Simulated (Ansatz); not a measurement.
# MoS2 in Ansatz: band structure with PBEsol

Aim: the band structure of MoS2 with PBEsol.

Program: Ansatz 0.2.0. These are calculated values, not measurements. Logs are shortened: lines on timing, memory, paths and dates and some standing lists are left out, and cuts for length are marked.

### 1 Starting point

The cell holds a slab with vacuum, 6 atoms: a = 3.185 Å, b = 3.185 Å, c = 21.671 Å, α = 90.00°, β = 90.00°, γ = 120.00°.

### 2 Band structure, PBEsol, spin-orbit coupling, no magnetisation

Contents of input.yaml:

```yaml
crystal:
  lattice:
    - [3.184541456, 0.0, 0.0]
    - [-1.592270728, 2.7578938003, 0.0]
    - [0.0, 0.0, 21.67053472]
  atoms:
    - { symbol: Mo, position: [0.3333333333, 0.6666666667, 0.85116023] }
    - { symbol: Mo, position: [0.6666666667, 0.3333333333, 0.14883977] }
    - { symbol: S, position: [0.6666666667, 0.3333333333, 0.77962539] }
    - { symbol: S, position: [0.3333333333, 0.6666666667, 0.077251] }
    - { symbol: S, position: [0.6666666667, 0.3333333333, 0.922749] }
    - { symbol: S, position: [0.3333333333, 0.6666666667, 0.22037461] }
hamiltonian:
  xc: pbesol
  pseudopotentials: { kind: paw_fr }
magnetization:
  noncollinear: true
  spin_orbit: true
kpoints:
  mp_grid: { grid: [10, 10, 2] }
  band_path:
    path:
      - [[0.0, 0.0, 0.0], [0.5, 0.0, 0.0], [0.3333333333, 0.3333333333, 0.0], [0.0, 0.0, 0.0], [0.0, 0.0, 0.5], [0.5, 0.0, 0.5], [0.3333333333, 0.3333333333, 0.5], [0.0, 0.0, 0.5]]
      - [[0.5, 0.0, 0.5], [0.5, 0.0, 0.0]]
      - [[0.3333333333, 0.3333333333, 0.0], [0.3333333333, 0.3333333333, 0.5]]
    npoints: 14
scf:
  occupations: { method: fermi_dirac, width: 0.05 }
  n_extra_bands: 15
output:
  forces: true
  stress: true
  eigenvalues: true
  fatbands: false
  write_density: true
  write_potential: true
  elf: true
  volumetric_format: npy
```

Potentials or basis: Ansatz PAW.

On the command line:

```
$ ansatz run input.yaml --threads 2 --pin off --max-ram 5632MiB --backend cpu --events-out ev --progress --plain --runs-dir out
```

Standard output:

```text
Warning: RAYON_NUM_THREADS=2 ignored (pool sized by the plan → 2); use --threads N
scf.n_extra_bands = 15 over 52 filled bands (N_el = 52.0): the run solves 67 bands
Engine: ansatz 0.2.0, aarch64-unknown-linux-gnu
Pseudopotentials: kind: paw_fr
Pseudopotential: Mo, paw_fr, valence charge 14, recommended cutoff 420 eV (normal), Mo.paw.azcp#standard-fr
Pseudopotential: S, paw_fr, valence charge 6, recommended cutoff 420 eV (normal), S.paw.azcp#standard-fr
Functional definition: PBEsol
  exchange = pbesol_x
  correlation = pbesol_c
non-collinear run that drives no moment, with spin-orbit: no starting moment large enough to seed its density (crystal.atoms[].spin), no starting occupations that ask for one, no magnetisation constraint and no magnetic field, so the semilocal B_xc is pinned to zero
Crystal: 6 atoms, lattice volume = 190.324 Å³
Basis set: ecut = 420 eV, 3721 PW (Γ), exchange–correlation on 48×48×300 points (8 copies of the dense FFT grid, shifted against one another)
Bands: 67, of which v1, the nominal top of the filled ones, is band 52 counted from 1 (51 counted from 0)
Symmetry: 12 space group operations + 12 with time reversal
Magnetic group: BNS 164.86 (UNI 1316), of the structure as read, at distance tolerance 5.8e-5 Å
k-points: 28 of 200
Projection manifold: j_resolved (fully-relativistic pseudo-atomic orbitals)
Non-local potential: Mo, projectors of the file, l = 0: 3, l = 1: 4, l = 2: 4, l = 3: 2
Non-local potential: S, projectors of the file, l = 0: 2, l = 1: 4, l = 2: 4
PAW form: soft (Blöchl's): semilocal exchange-correlation on the pseudo side does not see the compensation charge
PAW frozen core: Mo, regenerated for the run's functional, and the local potential with it (the file was generated under x = pbe(κ = 0.804, μ = 0.2195149727645171), c = pbe(β = 0.06672455060314922))
PAW frozen core: S, regenerated for the run's functional, and the local potential with it (the file was generated under x = pbe(κ = 0.804, μ = 0.2195149727645171), c = pbe(β = 0.06672455060314922))
PAW one-centre angular grid: Mo, 590 points (default); XC on 64 Gauss nodes
PAW one-centre angular grid: S, 110 points (default); XC on 64 Gauss nodes
Initial density: superposition of atomic densities (neutral atoms: chi_scale 0, normalization atom)
Initial wavefunctions: pseudopotential atomic-orbital guess
Functional: x = pbesol(κ = 0.804, μ = 0.12345679012345678), c = pbesol(β = 0.046)
SCF iter   1: F=—  HF=-13345.548964 eV  |F-HF|=—  |Δ(HF+E_count)|=         —  Δρ=6.63e-2  dr2=1.26e1  dr2_m=0.00e0 (ungated)  ethr=3.10e-3  |M|=0.00e0 ∫|m|=0.00e0 μB  |m|>n=0.0e0 m-floor=0.0e0 τ_xc=0.0e0  β_m=0.30  ⟨swp⟩=11.5  Hψ=11203  notcnv=0
preconditioner: auto → none  [insulator: Δε(μ)=1.414 eV  Ē_g=8.843 eV  σ=0.050 eV  W_gap=1.00  n_scr=14 (ndim 8)  ℏωp=16.1 eV  f_vac=0.404  D(μ)=0.00/eV (n_scr^D=0)  ε∞_Penn≈4.3]
SCF iter   2: F=—  HF=-13343.678000 eV  |F-HF|=—  |Δ(HF+E_count)|=    1.87e0  Δρ=3.30e-2  dr2=6.77e0  dr2_m=0.00e0 (ungated)  ethr=3.10e-3  |M|=0.00e0 ∫|m|=0.00e0 μB  |m|>n=0.0e0 m-floor=0.0e0 τ_xc=0.0e0  β_m=0.26  ⟨swp⟩=3.9  Hψ=4636  notcnv=0  defer=120
SCF iter   3: F=—  HF=-13342.775979 eV  |F-HF|=—  |Δ(HF+E_count)|=   9.02e-1  Δρ=2.18e-2  dr2=8.18e-1  dr2_m=0.00e0 (ungated)  ethr=3.10e-3  |M|=0.00e0 ∫|m|=0.00e0 μB  |m|>n=0.0e0 m-floor=0.0e0 τ_xc=0.0e0  β_m=0.30  ⟨swp⟩=2.9  Hψ=3407  notcnv=0  defer=144
SCF iter   4: F=—  HF=-13342.601020 eV  |F-HF|=—  |Δ(HF+E_count)|=   1.75e-1  Δρ=9.13e-3  dr2=8.15e-2  dr2_m=0.00e0 (ungated)  ethr=1.57e-3  |M|=0.00e0 ∫|m|=0.00e0 μB  |m|>n=0.0e0 m-floor=0.0e0 τ_xc=0.0e0  β_m=0.46  ⟨swp⟩=2.3  Hψ=2883  notcnv=0  defer=128
SCF iter   5: F=—  HF=-13342.670011 eV  |F-HF|=—  |Δ(HF+E_count)|=   6.90e-2  Δρ=6.56e-3  dr2=9.51e-1  dr2_m=0.00e0 (ungated)  ethr=1.57e-4  |M|=0.00e0 ∫|m|=0.00e0 μB  |m|>n=0.0e0 m-floor=0.0e0 τ_xc=0.0e0  β_m=0.46  ⟨swp⟩=4.4  Hψ=4645  notcnv=0  defer=124
SCF iter   6: F=—  HF=-13342.586240 eV  |F-HF|=—  |Δ(HF+E_count)|=   8.38e-2  Δρ=1.75e-3  dr2=2.36e-2  dr2_m=0.00e0 (ungated)  ethr=1.57e-4  |M|=0.00e0 ∫|m|=0.00e0 μB  |m|>n=0.0e0 m-floor=0.0e0 τ_xc=0.0e0  β_m=0.62  ⟨swp⟩=3.5  Hψ=3449  notcnv=0  defer=116
SCF iter   7: F=—  HF=-13342.584110 eV  |F-HF|=—  |Δ(HF+E_count)|=   2.13e-3  Δρ=1.89e-4  dr2=1.11e-4  dr2_m=0.00e0 (ungated)  ethr=4.55e-5  |M|=0.00e0 ∫|m|=0.00e0 μB  |m|>n=0.0e0 m-floor=0.0e0 τ_xc=0.0e0  β_m=0.61  ⟨swp⟩=2.1  Hψ=2349  notcnv=0  defer=116
SCF iter   8: F=—  HF=-13342.584178 eV  |F-HF|=—  |Δ(HF+E_count)|=   6.81e-5  Δρ=9.09e-5  dr2=1.75e-5  dr2_m=0.00e0 (ungated)  ethr=2.14e-7  |M|=0.00e0 ∫|m|=0.00e0 μB  |m|>n=0.0e0 m-floor=0.0e0 τ_xc=0.0e0  β_m=0.75  ⟨swp⟩=2.9  Hψ=3680  notcnv=0  defer=116
SCF iter   9: F=—  HF=-13342.584064 eV  |F-HF|=—  |Δ(HF+E_count)|=   1.14e-4  Δρ=2.14e-5  dr2=1.48e-6  dr2_m=0.00e0 (ungated)  ethr=3.37e-8  |M|=0.00e0 ∫|m|=0.00e0 μB  |m|>n=0.0e0 m-floor=0.0e0 τ_xc=0.0e0  β_m=0.69  ⟨swp⟩=2.4  Hψ=3253  notcnv=0  defer=116
SCF iter  10: F=-13342.584063 eV  HF=-13342.584063 eV  |F-HF|=5.17e-8  |Δ(HF+E_count)|=   3.46e-7  Δρ=4.39e-6  dr2=6.51e-8  dr2_m=0.00e0 (ungated)  ethr=1.92e-10  |M|=0.00e0 ∫|m|=0.00e0 μB  |m|>n=0.0e0 m-floor=0.0e0 τ_xc=0.0e0  ⟨swp⟩=17.2  Hψ=17458  notcnv=0
SCF 1 converged in 10 iterations: F = -13342.584063 eV  dr2 = 6.51e-8
NSCF: frozen V_eff on 129 k-points
WARN: The output density's exchange-correlation potential varies sharply where the density is thin. Do not read a vacuum level from v_tot or v_xc, or from such a field of the output density. On a cell that repeats whose density bears no net charge and no dipole along the vacuum's axis use v_es (v_loc + v_h of the components); under efield.dipole_correction with no amplitude use v_es + v_field, which holds any external_charges[].barrier, or the levels of the report's work_function block, which leave it out; under a non-zero efield.amplitude the vacuum is tilted and has no level; on a cell that repeats and bears such a dipole with no correction it is tilted too, and efield.dipole_correction with no amplitude gives each side of its ramp a level where efield: is served; in a cell that repeats whose density bears a net charge (total_charge, or a fill off its count) it is curved and has none; of a slab under crystal.periodic whose density bears no net charge use v_es, which has a level on each side, short of where the two are joined; of another it falls or rises all the way out and has none; of a slab beside external_charges read slab_vacuum_level instead, which it has where they leave it neutral. The grid or the basis barely resolves most such structure, and the values can differ between equally converged runs; as a rule a tighter scf.convergence.dr2_threshold does not remove it. Where the density itself ripples (under the LDA too) a higher basis.ecutwfc lessens it. The files hold the spikes' plane waves up to the density's cutoff. Files: v_tot_of_output_density and the like, and their columns of v_z.tsv (output.write_potential); v_xc_of_output_density and the like, and their columns of v_comp_z.tsv (output.write_potential_components). Measured: with its Gaussian average of σ = 0.25 Å subtracted twice, the exchange-correlation potential is over 0.1 eV at 333 of the grid points where the equally averaged density (valence and model cores) is under 1e-3 e/Å³, and 0.741 eV at the most among them, at an averaged density of 8.5e-8 e/Å³. The input density's (outcome.potential() and, of a run that writes arrays, v_tot and v_xc) is over 0.1 eV, so measured, at 882 points of its own thin density, 0.600 eV at the most. See output.write_potential in the manual, Limitations
SCF converged after 10 iterations
Magnetization: |M| = 0.0000 μB,  M = (+0.0000, +0.0000, +0.0000) μB
Absolute magnetization: 0.0000 μB (∫|m|)
  site 0: m = (+0.0000, +0.0000, +0.0000) μB, |m| = 0.0000 μB  (R = 0.99 Å)
  site 1: m = (+0.0000, +0.0000, +0.0000) μB, |m| = 0.0000 μB  (R = 0.99 Å)
  site 2: m = (+0.0000, +0.0000, +0.0000) μB, |m| = 0.0000 μB  (R = 0.99 Å)
  site 3: m = (+0.0000, +0.0000, +0.0000) μB, |m| = 0.0000 μB  (R = 0.99 Å)
  site 4: m = (+0.0000, +0.0000, +0.0000) μB, |m| = 0.0000 μB  (R = 0.99 Å)
  site 5: m = (+0.0000, +0.0000, +0.0000) μB, |m| = 0.0000 μB  (R = 0.99 Å)
Free energy (F): -13342.584063 eV
Harris-Foulkes:  -13342.584063 eV  (|F-HF|=5.17e-8)
Internal energy: -13342.584063 eV  (E = F + TS)
E sigma→0 (E₀):  -13342.584063 eV
Entropy (-TS):   -0.000000 eV (-0.000 meV/atom)
Fermi energy:    4.108853 eV
--- Per-component energies (eV) ---
  E_band       = -682.295334
  E_kinetic    = 1309.353469
  E_local      = -24651.200498  (includes V_loc(G=0)·N_el)
  E_nonlocal   = 401.836269
  E_hartree    = 11686.987927
  E_xc         = -749.913194
  E_vxc        = -807.227592  (∫ρ·V_xc dr)
  E_paw        = -8625.483627  (= ΣΔE_a)
  E_vpaw       = -309.024156  (= ΣTr[D̂ρ^β])
  E_aug_tail   = 0.000078  (compensation charges beyond the density's cutoff)
  E_ewald      = 7285.166613
  E_core_change = 0.668901  (= ΣΔE_core)
  E_smearing   = -0.000000  (= −TS)
  E_closure    = 0.000000  (closes the sum)
  Σ components = -13342.584063   (vs F -13342.584063, Δ=0.00e0)
--- Forces (eV/Å), atoms counted from 1 ---
  atom   1  Mo     0.00000000     0.00000000     0.00604660
  atom   2  Mo     0.00000000     0.00000000    -0.00604660
  atom   3  S     -0.00000000    -0.00000000     0.13233303
  atom   4  S      0.00000000     0.00000000     0.11584965
  atom   5  S     -0.00000000    -0.00000000    -0.11584965
  atom   6  S      0.00000000     0.00000000    -0.13233303
  max |Σ_I F_I| component: 2.78e-17 eV/Å
--- Stress (GPa, compression-positive) ---
       -2.356231      -0.000000       0.000000
        0.000000      -2.356231       0.000000
        0.000000       0.000000      -0.770296
  P = ⅓ Tr σ = -1.8276 GPa (-18.276 kbar)
--- Band table (eV; the first three rows and the last of 28) ---
  k-point 0: bands = ["-57.6523", "-57.6523", "-57.6523", "-57.6523", "-33.4233", "-33.4233", "-33.4233", "-33.4233", "-30.9810", "-30.9810", "-30.9810", "-30.9810", "-30.8291", "-30.8291", "-30.8291", "-30.8291", "-11.0494", "-11.0494", "-10.9781", "-10.9781", "-9.7110", "-9.7110", "-9.5893", "-9.5893", "-2.7492", "-2.7492", "-2.4044", "-2.4044", "0.3808", "0.3808", "0.3836", "0.3836", "0.4437", "0.4437", "0.4484", "0.4484", "0.9480", "0.9480", "1.4983", "1.4983", "1.5089", "1.5089", "1.5830", "1.5830", "1.5940", "1.5940", "1.7672", "1.7672", "2.9814", "2.9814", "3.4813", "3.4813", "5.8136", "5.8136", "5.8211", "5.8211", "5.8936", "5.8936", "5.9019", "5.9019", "6.1370", "6.1370", "6.1374", "6.1374", "6.1803", "6.1803", "6.1810"]
  k-point 1: bands = ["-57.6523", "-57.6523", "-57.6523", "-57.6523", "-33.4233", "-33.4233", "-33.4233", "-33.4233", "-30.9810", "-30.9810", "-30.9810", "-30.9810", "-30.8291", "-30.8291", "-30.8291", "-30.8291", "-11.0494", "-11.0494", "-10.9781", "-10.9781", "-9.7110", "-9.7110", "-9.5893", "-9.5893", "-2.7492", "-2.7492", "-2.4044", "-2.4044", "0.3808", "0.3808", "0.3836", "0.3836", "0.4437", "0.4437", "0.4484", "0.4484", "0.9480", "0.9480", "1.4983", "1.4983", "1.5089", "1.5089", "1.5830", "1.5830", "1.5940", "1.5940", "1.7672", "1.7672", "2.9814", "2.9814", "3.4813", "3.4813", "5.8136", "5.8136", "5.8211", "5.8211", "5.8936", "5.8936", "5.9019", "5.9019", "6.1370", "6.1370", "6.1374", "6.1374", "6.1803", "6.1803", "6.1810"]
  k-point 2: bands = ["-57.6487", "-57.6487", "-57.6487", "-57.6487", "-33.4331", "-33.4331", "-33.4331", "-33.4331", "-30.9854", "-30.9854", "-30.9854", "-30.9854", "-30.8529", "-30.8529", "-30.8529", "-30.8529", "-10.9010", "-10.9010", "-10.8304", "-10.8304", "-9.6490", "-9.6490", "-9.5328", "-9.5328", "-2.5841", "-2.5841", "-2.2415", "-2.2415", "0.0903", "0.0903", "0.0964", "0.0964", "0.4741", "0.4741", "0.5687", "0.5687", "0.5780", "0.5780", "0.8578", "0.8578", "1.3125", "1.3125", "1.3228", "1.3228", "1.8175", "1.8175", "2.1921", "2.1921", "2.9324", "2.9324", "3.3094", "3.3094", "5.6644", "5.6644", "5.6926", "5.6926", "5.7654", "5.7654", "5.8673", "5.8673", "5.9572", "5.9572", "6.0108", "6.0108", "6.1193", "6.1193", "6.1383"]
  k-point 27: bands = ["-57.6104", "-57.6104", "-57.6104", "-57.6104", "-33.5556", "-33.5556", "-33.5322", "-33.5322", "-31.1355", "-31.1355", "-31.0903", "-31.0903", "-31.0145", "-31.0145", "-31.0022", "-31.0022", "-8.9345", "-8.9345", "-8.8710", "-8.8710", "-8.7892", "-8.7892", "-8.7760", "-8.7760", "-2.3099", "-2.3099", "-2.2661", "-2.2661", "-1.8074", "-1.8074", "-1.7492", "-1.7492", "-0.7899", "-0.7899", "-0.7381", "-0.7381", "-0.4558", "-0.4558", "-0.3637", "-0.3637", "0.0611", "0.0611", "0.2046", "0.2046", "1.0579", "1.0579", "1.1670", "1.1670", "2.8664", "2.8664", "3.0097", "3.0097", "4.8500", "4.8500", "4.8751", "4.8751", "6.0210", "6.0210", "6.3461", "6.3461", "6.4578", "6.4578", "6.6049", "6.6049", "7.8246", "7.8246", "7.9863"]
```

Wall time 6.6 min (2 threads of Arm Neoverse N1, shared host); peak memory 1.9 GiB.

Results:

* Free energy: -13342.5841 eV
* Largest force: 0.132 eV/Å
* Band gap on the k mesh: 1.37 eV, indirect (least direct gap 1.84 eV)
* Band gap along the path: 1.23 eV, indirect (least direct gap 1.58 eV)

Forces on the atoms (eV/Å):
```
Mo   0.000  0.000  0.006
Mo   0.000  0.000 -0.006
S    0.000  0.000  0.132
S    0.000  0.000  0.116
S    0.000  0.000 -0.116
S    0.000  0.000 -0.132
```

Levels at the corners of the path, in eV from the valence-band top:
```
point  band 48  band 49  band 50  band 51  band 52  band 53  band 54  band 55  band 56  band 57
    Γ    -1.71    -0.50    -0.50     0.00     0.00     2.33     2.33     2.34     2.34     2.41
    M    -1.37    -1.04    -1.04    -1.01    -1.01     1.83     1.83     1.84     1.84     2.33
    K    -2.46    -0.50    -0.50    -0.34    -0.34     1.23     1.23     1.24     1.24     2.51
    Γ    -1.71    -0.50    -0.50     0.00     0.00     2.33     2.33     2.34     2.34     2.41
    A    -1.71    -0.50    -0.50     0.00     0.00     2.33     2.33     2.34     2.34     2.41
    L    -1.37    -1.04    -1.04    -1.01    -1.01     1.83     1.83     1.84     1.84     2.33
    H    -2.46    -0.50    -0.50    -0.34    -0.34     1.23     1.23     1.24     1.24     2.51
    A    -1.71    -0.50    -0.50     0.00     0.00     2.33     2.33     2.34     2.34     2.41
    L    -1.37    -1.04    -1.04    -1.01    -1.01     1.83     1.83     1.84     1.84     2.33
    M    -1.37    -1.04    -1.04    -1.01    -1.01     1.83     1.83     1.84     1.84     2.33
    K    -2.46    -0.50    -0.50    -0.34    -0.34     1.23     1.23     1.24     1.24     2.51
    H    -2.46    -0.50    -0.50    -0.34    -0.34     1.23     1.23     1.24     1.24     2.51
```

Caveat: the k mesh misses the band edges, so the gap on the mesh is wider than the one along the path; the PAW data sets come from PBE, with cores solved anew for the run's functional, which leaves a small shift of forces and pressure.
